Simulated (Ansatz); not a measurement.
# Relaxing Al (bcc)

Computed with Ansatz (plane waves, PAW, 420 eV cutoff): PBE, scalar-relativistic, no spin polarisation, 18×18×18 k-mesh, Gaussian smearing of 0.05 eV. The datasets are Ansatz's generated set soft_2.

At room temperature and ambient pressure Al is fcc.

Starting cell:

```
Al
1.0
    -1.60724    1.60724    1.60724
     1.60724   -1.60724    1.60724
     1.60724    1.60724   -1.60724
Al
1
Cartesian
  0.0000 0.0000 0.0000
```

The first steps of the search for zero pressure:

| run | level | k-mesh | kind | V (Å³/atom) | P (GPa) | gap on the mesh (eV) |
| --- | --- | --- | --- | --- | --- | --- |
| 1 | PBE | 18×18×18 | fixed cell | 16.61 | 1.5 | metal |
| 2 | PBE | 18×18×18 | fixed cell | 16.77 | 0.7 | metal |

Q: At which volume does PBE reach zero pressure?

A: 16.94 Å³/atom, about 2.0 % over the start.

The steps that followed:

| run | level | k-mesh | kind | V (Å³/atom) | P (GPa) | E − E(final) (meV/atom) | gap on the mesh (eV) |
| --- | --- | --- | --- | --- | --- | --- | --- |
| 3 | PBE | 18×18×18 | fixed cell | 16.94 | 0.0 | 0.0 | metal |

Cell and atoms are those of this level's equilibrium.

The final structure (symmetry read at 0.01 Å). The structure is cubic, space group Im-3m (No. 229). The conventional cell has a = 3.236 Å, b = 3.236 Å, c = 3.236 Å, α = 90.00°, β = 90.00°, γ = 90.00°. Al (site symmetry m-3m) has 8 Al at 2.80 Å as nearest neighbours. (Shells end 15 % past the nearest neighbour.)

- At the final geometry the gap, band path included, is zero (metallic).

**What lies behind the numbers.**

The calculation's cell holds 3 valence electrons, an odd number. Without magnetic order each band takes two, so one stays part-filled and the crystal must be a metal.
